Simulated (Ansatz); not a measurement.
# Ge: symmetry broken, then relaxed

Theory: DFT r2SCAN, scalar-relativistic, plane waves, PAW (Ansatz). Settings: plane waves to 500 eV, k-mesh 8×8×8 (Γ-centred), Gaussian smearing 0.15 eV. No spin polarisation. Energies are free energies at this smearing, counted from the undisturbed cell; pressure is positive in compression.

Zero of the scan (relaxed at this level; this form isn't the usual structure):

```
CELL_PARAMETERS angstrom
-3.48417 3.48417 3.48417
3.48417 -3.48417 3.48417
3.48417 3.48417 -3.48417
ATOMIC_POSITIONS crystal
Ge 0.50000 0.00000 0.79890
Ge 0.79890 0.50000 0.00000
Ge 0.00000 0.79890 0.50000
Ge 0.70110 0.70110 0.70110
Ge 0.50000 0.00000 0.20110
Ge 0.20110 0.50000 0.00000
Ge 0.00000 0.20110 0.50000
Ge 0.29890 0.29890 0.29890
```

The atoms are displaced (Å, in the unstrained cell):

```
atom ux uy uz
 Ge1  0.000  -0.002   0.007
 Ge2  0.000  -0.002   0.007
 Ge3  0.000  -0.002   0.007
 Ge4  0.000  -0.002   0.007
 Ge5  0.000  -0.002   0.007
 Ge6  0.002   0.017  -0.050
 Ge7  0.000  -0.002   0.007
 Ge8  0.000  -0.002   0.007
```

The atoms are then relaxed in that fixed cell.

Does the relaxation return to the undisturbed structure?

Yes (up to a choice of domain or origin): same space group and volume, and an energy 0.0 meV/atom from it. The disturbance itself cost 2.1 meV/atom. The final space group reads Ia-3 (tolerance 0.05 Å) and the volume changes by 0.00 %.

Final structure:

```yaml
crystal:
  lattice:
    - [-3.48417, 3.48417, 3.48417]
    - [3.48417, -3.48417, 3.48417]
    - [3.48417, 3.48417, -3.48417]
  atoms:
    - { symbol: Ge, position: [0.49994, 0.99995, 0.79873] }
    - { symbol: Ge, position: [0.79870, 0.49994, 0.99994] }
    - { symbol: Ge, position: [0.99996, 0.79871, 0.49995] }
    - { symbol: Ge, position: [0.70130, 0.70129, 0.70128] }
    - { symbol: Ge, position: [0.50002, 0.00003, 0.20131] }
    - { symbol: Ge, position: [0.20129, 0.50003, 0.00002] }
    - { symbol: Ge, position: [0.00004, 0.20129, 0.50002] }
    - { symbol: Ge, position: [0.29875, 0.29877, 0.29874] }
```

The relaxation, step by step (energy from the first step):

```tsv
step	ΔE (meV/atom)	largest force component (eV/Å)	pressure (GPa)
1	0.0	0.525	n/a
2	-2.1	0.052	n/a
3	-2.1	0.001	n/a
4	-2.1	0.001	n/a
```

Frames along the relaxation (Å, eV/Å):

```xyz
8
Lattice="-3.484 3.484 3.484 3.484 -3.484 3.484 3.484 3.484 -3.484" Properties=species:S:1:pos:R:3:forces:R:3 pbc="T T T" step=1
Ge    1.041    4.523   -1.034   -0.010   -0.021   -0.035
Ge   -1.042    1.039    4.533    0.096   -0.090   -0.107
Ge    4.525   -1.044    1.048   -0.020    0.004   -0.015
Ge    2.443    2.440    2.450   -0.002    0.022    0.007
Ge   -1.042    2.440    1.048   -0.102    0.038   -0.191
Ge    1.043   -1.024    2.393   -0.039   -0.199    0.525
Ge    2.443    1.039   -1.034    0.076    0.033   -0.028
Ge    1.041    1.039    1.048    0.001    0.213   -0.156
8
Lattice="-3.484 3.484 3.484 3.484 -3.484 3.484 3.484 3.484 -3.484" Properties=species:S:1:pos:R:3:forces:R:3 pbc="T T T" step=2
Ge    1.042    4.524   -1.049   -0.001    0.010    0.041
Ge   -1.046    1.039    4.526    0.011   -0.005   -0.039
Ge    4.522   -1.046    1.040    0.010    0.009    0.007
Ge    2.444    2.444    2.446    0.013   -0.007    0.001
Ge   -1.039    2.447    1.040    0.010   -0.019    0.001
Ge    1.043   -1.038    2.442   -0.021   -0.019    0.029
Ge    2.445    1.042   -1.039   -0.012    0.003    0.011
Ge    1.043    1.040    1.047   -0.010    0.027   -0.052
8
Lattice="-3.484 3.484 3.484 3.484 -3.484 3.484 3.484 3.484 -3.484" Properties=species:S:1:pos:R:3:forces:R:3 pbc="T T T" step=3
Ge    1.041    4.525   -1.041    0.000    0.000    0.001
Ge   -1.041    1.041    4.525    0.001    0.000    0.000
Ge    4.525   -1.041    1.041    0.000    0.000    0.000
Ge    2.443    2.443    2.443    0.000    0.000    0.000
Ge   -1.041    2.443    1.041    0.000    0.000    0.000
Ge    1.041   -1.041    2.443   -0.001    0.000    0.000
Ge    2.443    1.041   -1.041    0.000    0.000    0.000
Ge    1.041    1.041    1.041    0.000    0.000   -0.001
8
Lattice="-3.484 3.484 3.484 3.484 -3.484 3.484 3.484 3.484 -3.484" Properties=species:S:1:pos:R:3:forces:R:3 pbc="T T T" step=4
Ge    1.041    4.525   -1.041    0.000    0.000    0.001
Ge   -1.041    1.041    4.525    0.001    0.000    0.000
Ge    4.525   -1.041    1.041    0.000    0.000    0.000
Ge    2.443    2.443    2.443    0.000    0.000    0.000
Ge   -1.041    2.443    1.041    0.000    0.000    0.000
Ge    1.041   -1.041    2.443   -0.001    0.000    0.000
Ge    2.443    1.041   -1.041    0.000    0.000    0.000
Ge    1.041    1.041    1.041    0.000    0.000   -0.001
```

Cost: 3 runs of about 29 core-minutes in all, on Oxide Virtual Turin-like Processor (Zen 5) (shared hosts).